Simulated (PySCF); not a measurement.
**How well do the runs reproduce experiment for malononitrile?**

**The experiment to reproduce.**

NIST CCCBDB Release 22 (SRD 101), experimental dipoles lists, for the gas: dipole moment (microwave Stark effect) 3.73 D.

The results are set against them at the end.

Compound: malononitrile, C3H2N2.
Atom-mapped SMILES: `[N:1]#[C:2][CH2:3][C:4]#[N:5]` (hydrogens: H6, H7 on C3)

Cartesian coordinates in Å at the GFN2-xTB level; atoms count from 1:
```
atom  x, y, z in Å
N1     0.0234    2.2242    0.9139
C2    -0.1712    1.1757    0.5085
C3    -0.4208   -0.1542   -0.0052
C4     0.7872   -0.9482    0.0646
N5     1.7386   -1.5753    0.1180
H6    -1.2048   -0.6323    0.5923
H7    -0.7490   -0.0850   -1.0482
```

The PySCF runs (gas phase, on this GFN2-xTB geometry; no spin–orbit coupling):

| level | job | basis functions | wall time |
| --- | --- | --- | --- |
| PBE0/pcSseg-1 | shieldings, charges and field gradients, density and orbital grids written | 95 | 8.0 s |

Hardware: Intel Xeon at 2.30 GHz, one thread, no GPU (shared host).

## Comparison

**Dipole moment.** Measured: 3.73 D (NIST CCCBDB Release 22 (SRD 101), experimental dipoles).

| level | computed (D) | computed − measured (D) | % (from the printed values) |
| --- | --- | --- | --- |
| PBE0/pcSseg-1 | 4.00 | +0.27 | +7 |

The computed dipoles belong to one fixed geometry; measured ones are averaged over vibrations unless marked μe. Magnitudes are compared, not signs.

The geometry is computed, not the measured one. Where a level misses, the cause wasn't examined.
